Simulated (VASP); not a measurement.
# Mg (P6_3/mmc) in VASP: elastic constants with PBE

Aim: the elastic constants of Mg with PBE.

Everything below comes from runs of VASP 6.6.1. Logs are shortened: lines on timing, memory, paths and dates and some standing lists are left out, and cuts for length are marked.

## (1) The structure

The structure is hexagonal, space group P6_3/mmc (No. 194). The conventional cell has a = 3.209 Å, b = 3.209 Å, c = 5.210 Å, α = 90.00°, β = 90.00°, γ = 120.00°. Around Mg (site symmetry -6m2) lie 12 Mg at 3.20 to 3.21 Å.

## (2) Elastic constants, PBE

Contents of POSCAR:

```
Mg
1.0
    3.2093000000      0.0000000000      0.0000000000
   -1.6046500000      2.7793353300      0.0000000000
    0.0000000000      0.0000000000      5.2103000000
Mg
2
Direct
    0.3333333300      0.6666666700      0.2500000000
    0.6666666700      0.3333333300      0.7500000000
```

Contents of INCAR.step1:

```
SYSTEM = Mg
PREC     = Accurate       ! precision mode
ENCUT    = 600            ! plane-wave cutoff, eV
EDIFF    = 1E-8           ! SCF threshold, eV
ISMEAR   = 0              ! smearing method
SIGMA    = 0.1            ! smearing width, eV
LREAL    = .False.        ! projectors in reciprocal space
LASPH    = .True.         ! aspherical terms in the spheres
NELM     = 100            ! most SCF steps
ALGO     = Normal         ! electronic algorithm
ISIF     = 3              ! what is computed and relaxed
LWAVE    = .False.        ! write WAVECAR
LCHARG   = .False.        ! write CHGCAR
GGA      = PE             ! functional
IBRION   = 2              ! ionic algorithm
NSW      = 40             ! ionic steps
EDIFFG   = -0.002         ! ionic threshold
```

Contents of INCAR.step2:

```
SYSTEM = Mg
PREC     = Accurate       ! precision mode
ENCUT    = 600            ! plane-wave cutoff, eV
EDIFF    = 1E-8           ! SCF threshold, eV
ISMEAR   = 0              ! smearing method
SIGMA    = 0.1            ! smearing width, eV
LREAL    = .False.        ! projectors in reciprocal space
LASPH    = .True.         ! aspherical terms in the spheres
NELM     = 100            ! most SCF steps
ALGO     = Normal         ! electronic algorithm
ISIF     = 3              ! what is computed and relaxed
LWAVE    = .False.        ! write WAVECAR
LCHARG   = .False.        ! write CHGCAR
GGA      = PE             ! functional
IBRION   = 6              ! ionic algorithm
NFREE    = 2            
POTIM    = 0.015          ! step
NSW      = 1              ! ionic steps
```

Contents of KPOINTS:

```
Automatic mesh
0
Gamma
  15 15 8
  0 0 0
```

Potentials or basis: VASP PAW PBE potentials, release 64 (Mg).

On the command line:

```bash
$ cat potpaw_PBE.64/Mg/POTCAR > POTCAR
$ cp INCAR.step1 INCAR
$ mpirun -np 1 vasp_std > vasp.out
$ cp CONTCAR POSCAR
$ cp INCAR.step2 INCAR
$ mpirun -np 1 vasp_std > vasp.out
```

OUTCAR:

```text
SYSTEM = Mg
   PREC = Accurate
   ENCUT = 600
   EDIFF = 1E-8
   ISMEAR = 0
   LREAL = .False.
   LASPH = .True.
   NELM = 100
   ISIF = 3
   GGA = PE
   IBRION = 6
   NFREE = 2
   POTIM = 0.015
   NSW = 1

 ion  position               nearest neighbor table
   1  0.333  0.667  0.250-   2 3.17   2 3.17   2 3.17   2 3.17   2 3.17   2 3.17
   2  0.667  0.333  0.750-   1 3.17   1 3.17   1 3.17   1 3.17   1 3.17   1 3.17

  LATTYP: Found a hexagonal cell.
 ALAT       =     3.2063334097
 C/A-ratio  =     1.6013716040

  Lattice vectors:

 A1 = (   3.2063334097,   0.0000000000,   0.0000000000)
 A2 = (  -1.6031667049,   2.7767661874,   0.0000000000)
 A3 = (   0.0000000000,   0.0000000000,   5.1345312754)

Analysis of symmetry for initial positions (statically):
=====================================================================
 Subroutine PRICEL returns:
 Original cell was already a primitive cell.

 Routine SETGRP: Setting up the symmetry group for a
 hexagonal supercell.

 Subroutine GETGRP returns: Found 24 space group operations
 (whereof 12 operations were pure point group operations)
 out of a pool of 24 trial point group operations.

The static configuration has the point symmetry D_3d.
 The point group associated with its full space group is D_6h.

Analysis of symmetry for dynamics (positions and initial velocities):
=====================================================================
 Subroutine PRICEL returns:
 Original cell was already a primitive cell.

 Routine SETGRP: Setting up the symmetry group for a
 hexagonal supercell.

 Subroutine GETGRP returns: Found 24 space group operations
 (whereof 12 operations were pure point group operations)
 out of a pool of 24 trial point group operations.

The dynamic configuration has the point symmetry D_3d.
 The point group associated with its full space group is D_6h.

 Subroutine INISYM returns: Found 24 space group operations
 (whereof 12 operations are pure point group operations),
 and found     1 'primitive' translations

----------------------------------------------------------------------------------------

                                     Primitive cell

  volume of cell :      45.7140

  direct lattice vectors                    reciprocal lattice vectors
     3.206333410  0.000000000  0.000000000     0.311882725  0.180065575  0.000000000
    -1.603166705  2.776766187  0.000000000     0.000000000  0.360131150  0.000000000
     0.000000000  0.000000000  5.134531275     0.000000000  0.000000000  0.194759745

  length of vectors
     3.206333410  3.206333411  5.134531275     0.360131150  0.360131150  0.194759745

  position of ions in fractional coordinates (direct lattice)
     0.333333330  0.666666670  0.250000000
     0.666666670  0.333333330  0.750000000

  ion indices of the primitive-cell ions
   primitive index   ion index
                 1           1
                 2           2

----------------------------------------------------------------------------------------

 KPOINTS: Automatic mesh

Automatic generation of k-mesh.
 Grid dimensions read from file:
 generate k-points for:   15   15    8

 Generating k-lattice:

  Cartesian coordinates                     Fractional coordinates (reciprocal lattice)
     0.020792182  0.012004372  0.000000000     0.066666667 -0.000000000  0.000000000
     0.000000000  0.024008743  0.000000000     0.000000000  0.066666667  0.000000000
     0.000000000  0.000000000  0.024344968     0.000000000  0.000000000  0.125000000

  Length of vectors
     0.024008743  0.024008743  0.024344968

  Shift w.r.t. Gamma in fractional coordinates (k-lattice)
     0.000000000  0.000000000  0.000000000
[... 83 lines left out ...]
 non-spin polarized calculation
 Gauss-broadening in eV      SIGMA  =   0.10
  energy-cutoff  :      600.00
  volume of cell :       45.71
 maximum number of plane-waves:      1554
 NGX is ok and might be reduce to    28
   NGX = 13   NGY = 13   NGZ = 21

--------------------------------------- Ionic step        1  -------------------------------------------

 number of electron       4.0000000 magnetization

 Free energy of the ion-electron system (eV)
  ---------------------------------------------------
  ext. energy  EPLUGINS =         0.00000000
  ---------------------------------------------------
  free energy    TOTEN  =        -3.01512773 eV

  energy without entropy =       -3.01028798  energy(sigma->0) =       -3.01270785

------------------------ aborting loop because EDIFF is reached ----------------------------------------

  FORCE on cell =-STRESS in cart. coord.  units (eV):
  Direction    XX          YY          ZZ          XY          YZ          ZX
  --------------------------------------------------------------------------------------
  -------------------------------------------------------------------------------------
  Total        0.0004775      0.0004775     -0.0001551      0.0000000      0.0000000      0.0000000
  in kB        0.0167342      0.0167342     -0.0054347      0.0000000      0.0000000      0.0000000
  external PRESSURE =       0.0093445 kB  Pullay stress =       0.0000000 kB
[... 89 lines left out ...]
  FREE ENERGIE OF THE ION-ELECTRON SYSTEM (eV)
  ---------------------------------------------------
  free  energy   TOTEN  =        -3.0131016090 eV

  energy  without entropy=       -3.0085744613  energy(sigma->0) =       -3.01083804

[... ionic steps 4 to 14 ...]

--------------------------------------- Ionic step       15  -------------------------------------------

 number of electron       4.0000000 magnetization

------------------------ aborting loop because EDIFF is reached ----------------------------------------
[... 67 lines left out ...]
--------------------------------------- Ionic step       17  -------------------------------------------

 number of electron       4.0000000 magnetization

 Free energy of the ion-electron system (eV)
  ---------------------------------------------------
  ext. energy  EPLUGINS =         0.00000000
  ---------------------------------------------------
  free energy    TOTEN  =        -3.01480658 eV

  energy without entropy =       -3.00996086  energy(sigma->0) =       -3.01238372

 E-fermi :   2.6540     XC(G=0):  -8.5044

 val. band max:        2.6384170606   @ k =   0.3333   0.1333   0.1250
 cond. band min:       2.6696035503   @ k =   0.3333   0.1333   0.0000
 fundamental gap:      0.0311864896
 Fermi energy:         2.6539856361

 k-point     1 :       0.0000    0.0000    0.0000
  band No.  band energies     occupation
      1      -4.2944      2.00000
      2       1.0375      2.00000
      3       1.5430      2.00000
      4      13.4750      0.00000
      5      13.4750      0.00000
      6      13.5645      0.00000
[... 199 lines left out ...]
 k-point    24 :       0.4000    0.2000    0.0000
  band No.  band energies     occupation
      1       1.0214      2.00000
      2       1.0309      2.00000
      3       4.5228      0.00000
      4       5.8681      0.00000
      5       6.2529      0.00000
      6       6.5297      0.00000

 [... further k-points ...]
[... 5 lines left out ...]
  --------------------------------------------------------------------------------------
  -------------------------------------------------------------------------------------
  Total        0.0009796      0.0009796      0.0014658      0.0000000      0.0000000      0.0000000
  in kB        0.0343341      0.0343341      0.0513720      0.0000000      0.0000000      0.0000000
  external PRESSURE =       0.0400134 kB  Pullay stress =       0.0000000 kB
[... 17 lines left out ...]
  FREE ENERGIE OF THE ION-ELECTRON SYSTEM (eV)
  ---------------------------------------------------
  free  energy   TOTEN  =        -3.0148065762 eV

  energy  without entropy=       -3.0099608648  energy(sigma->0) =       -3.01238372

 INTERNAL STRAIN TENSORS FROM STRAINED CELLS
 ============================================

 INTERNAL STRAIN TENSOR FOR ION    1 for displacements in x,y,z  (eV/Angst):
          X           Y           Z          XY          YZ          ZX
  --------------------------------------------------------------------------------
  x     0.00000     0.00000    -0.00000    -0.79376    -0.00000     0.00000
  y    -0.80783     0.80619     0.00000     0.00000    -0.00000     0.00000
  z     0.00000     0.00000     0.00000     0.00000     0.00171     0.00000

 INTERNAL STRAIN TENSORS FROM DISPLACED ATOMS
 ============================================

 INTERNAL STRAIN TENSOR FOR ION    1 for displacements in x,y,z  (eV/Angst):
          X           Y           Z          XY          YZ          ZX
  --------------------------------------------------------------------------------
  x    -0.00000     0.00000     0.00000    -0.81126     0.00000     0.00000
  y    -0.81126     0.81126     0.00000     0.00000     0.00000     0.00000
  z     0.00000     0.00000     0.00000     0.00000     0.00000     0.00000

 INTERNAL STRAIN TENSOR FOR ION    2 for displacements in x,y,z  (eV/Angst):
          X           Y           Z          XY          YZ          ZX
  --------------------------------------------------------------------------------
  x     0.00000     0.00000     0.00000     0.81126     0.00000     0.00000
  y     0.81126    -0.81126     0.00000    -0.00000     0.00000     0.00000
  z    -0.00000    -0.00000    -0.00000    -0.00000     0.00000     0.00000

 Eigenvectors and eigenvalues of the dynamical matrix
 ----------------------------------------------------

   1 f  =    7.578347 THz    47.616155 2PiTHz  252.786430 cm-1    31.341509 meV
             X         Y         Z           dx          dy          dz
     -0.000000  1.851177  1.283633     0.000000    0.000000    0.707107
      1.603167  0.925589  3.850898     0.000000    0.000000   -0.707107
[... 16 lines left out ...]
   5 f  =    0.000000 THz     0.000000 2PiTHz    0.000000 cm-1     0.000000 meV
             X         Y         Z           dx          dy          dz
     -0.000000  1.851177  1.283633     0.000000    0.000000    0.707107
      1.603167  0.925589  3.850898     0.000000    0.000000    0.707107

   6 f/i=    0.000000 THz     0.000000 2PiTHz    0.000001 cm-1     0.000000 meV
             X         Y         Z           dx          dy          dz
     -0.000000  1.851177  1.283633     0.522947   -0.475948    0.000000
      1.603167  0.925589  3.850898     0.522947   -0.475948    0.000000

--------------------------------------------------------------------------------------------------------

 ELASTIC MODULI CONTR FROM IONIC RELAXATION (kBar)
 Direction    XX          YY          ZZ          XY          YZ          ZX
 --------------------------------------------------------------------------------
 XX         -31.1226     31.1226     -0.0000     -0.0000      0.0000      0.0000
 YY          31.1226    -31.1226      0.0000     -0.0000      0.0000      0.0000
 ZZ          -0.0000      0.0000     -0.0000     -0.0000      0.0000      0.0000
 XY          -0.0000     -0.0000     -0.0000    -31.1226      0.0000      0.0000
 YZ           0.0000      0.0000      0.0000      0.0000      0.0000      0.0000
 ZX           0.0000      0.0000      0.0000      0.0000      0.0000      0.0000
 --------------------------------------------------------------------------------

 TOTAL ELASTIC MODULI (kBar)
 Direction    XX          YY          ZZ          XY          YZ          ZX
 --------------------------------------------------------------------------------
 XX         566.6421    331.0490    194.5749      0.0000      0.0000      0.0000
 YY         331.0490    566.6421    194.5749     -0.0000      0.0000      0.0000
 ZZ         194.5749    194.5749    708.4670     -0.0000     -0.0000      0.0000
 XY          -0.0000     -0.0000     -0.0000    117.7966      0.0000      0.0000
 YZ           0.0000      0.0000     -0.0000      0.0000    132.5674      0.0000
 ZX           0.0000      0.0000      0.0000      0.0000      0.0000    132.5674
 --------------------------------------------------------------------------------
```

Wall time 27 min (1 thread of AMD EPYC 7R43 (Zen 3), shared host); peak memory 0.43 GiB.

What came out:

```yaml
Relaxed_volume: 22.86 Å³/atom
Relaxed_cell: a = 3.206 Å, b = 3.206 Å, c = 5.135 Å, α = 90.00°, β = 90.00°, γ = 120.00°
Space_group_after_relaxing_to_0.05_Å: P6_3/mmc (No. 194)
Voigt_bulk_modulus: 36 GPa
Highest_phonon_frequency_at_Γ: 253 cm⁻¹
```

Step by step:
```csv
step,energy change (eV),largest force (eV/Å),pressure (GPa),volume (Å³)
1,0.0000,0.0000,-0.59,46.47
2,-0.0019,0.0000,-0.15,45.91
3,-0.0022,0.0000,0.08,45.61
4,-0.0022,0.0000,0.09,45.60
5,-0.0024,0.0000,0.05,45.65
6,-0.0024,0.0000,0.01,45.70
7,-0.0024,0.0000,0.01,45.70
8,-0.0024,0.0000,0.00,45.71
```

Final structure:
```
Mg
1.0
     3.20633    0.00000    0.00000
    -1.60317    2.77677    0.00000
     0.00000    0.00000    5.13453
Mg
2
Direct
  0.33333 0.66667 0.25000
  0.66667 0.33333 0.75000
```

Phonon frequencies in cm⁻¹ (negative: imaginary):
```tsv
q point	frequencies
(0.000, 0.000, 0.000)	0 0 0 129 129 253
```

Elastic tensor in Voigt notation (GPa, in the Cartesian axes of the cell as first typed):
```
57 33 19  0  0  0
33 57 19  0  0  0
19 19 71  0  0  0
 0  0  0 13  0  0
 0  0  0  0 13  0
 0  0  0  0  0 12
```

Clamped-ion elastic tensor (GPa):
```
60 30 19  0  0  0
30 60 19  0  0  0
19 19 71  0  0  0
 0  0  0 13  0  0
 0  0  0  0 13  0
 0  0  0  0  0 15
```
